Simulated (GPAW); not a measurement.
Here is a GPAW 26.7.0 calculation.

The input run.py:

```python
from ase import Atoms
from ase.filters import FrechetCellFilter
from ase.io import write
from ase.optimize import BFGS
from ase.units import GPa
from gpaw import GPAW, PW, setup_paths

setup_paths.insert(0, '.')

atoms = Atoms(['Mo', 'S', 'S'],
              cell=[[3.2274645616, 0.0, 0.0],
                    [-1.6137322808, 2.7950663001, 0.0],
                    [0.0, 0.0, 6.31247342]],
              scaled_positions=[[0.0, 0.0, 0.5],
                                [0.6666666667, 0.3333333333, 0.74468068],
                                [0.3333333333, 0.6666666667, 0.25531932]],
              pbc=True)

calc = GPAW(mode=PW(600),
            xc='PBEsol',
            kpts={'size': (7, 7, 3), 'gamma': True},
            occupations={'name': 'fermi-dirac', 'width': 0.05},
            nbands=25,
            convergence={'density': 1e-05, 'forces': 0.0001},
            maxiter=150,
            txt='gpaw.txt')
atoms.calc = calc
opt = BFGS(FrechetCellFilter(atoms, scalar_pressure=5 * GPa), trajectory='relax.traj', logfile='-')
done = opt.run(fmax=0.02, steps=60)
calc.write('gs.gpw')
write('result.traj', atoms)
print('Converged:', done)
print('Cell:', atoms.cell.cellpar().round(4))
print('Volume:', round(atoms.get_volume(), 4))
print(atoms.get_scaled_positions().round(5))
```

Potentials or basis: PAW data sets generated in the run's folder for this functional, pw.

Command:

```console
$ gpaw-setup -f PBEsol Mo S
$ OMP_NUM_THREADS=1 python run.py
```

Problem. Predict the relaxed volume.

Solution. 15.68 Å³/atom.

Problem. Predict the space group after relaxing (to 0.05 Å).

Solution. P-3m1 (No. 164).

Problem. Predict the band gap on the k mesh.

Solution. None (metal or under the smearing width).

Step by step:
```tsv
step	energy change (eV)	largest force (eV/Å)	pressure (GPa)	volume (Å³)
1	0.0000	0.0015	-3.31	56.94
2	-0.0131	0.2081	-1.49	56.15
3	0.0053	0.9089	5.75	53.00
4	0.0050	0.8673	6.43	52.23
5	0.0147	0.2448	5.98	49.64
6	0.0122	0.0758	5.04	49.59
7	0.0033	0.0473	3.90	49.74
8	-0.0013	0.1961	2.79	49.62
9	-0.0010	0.3789	1.66	49.04
10	0.0076	0.4281	1.79	48.09
11	0.0530	0.3081	2.97	46.62
12	0.0117	0.1704	3.58	47.36
13	0.0167	0.0777	4.43	47.14
14	0.0193	0.0006	5.00	47.05
```

Caveat: later steps reuse the first step's grids; the volume moved by over 15 % at a fixed basis, so the end points are rough; this functional lacks dispersion, which binds the layers, so the pressure and a relaxed spacing across them are unreliable.
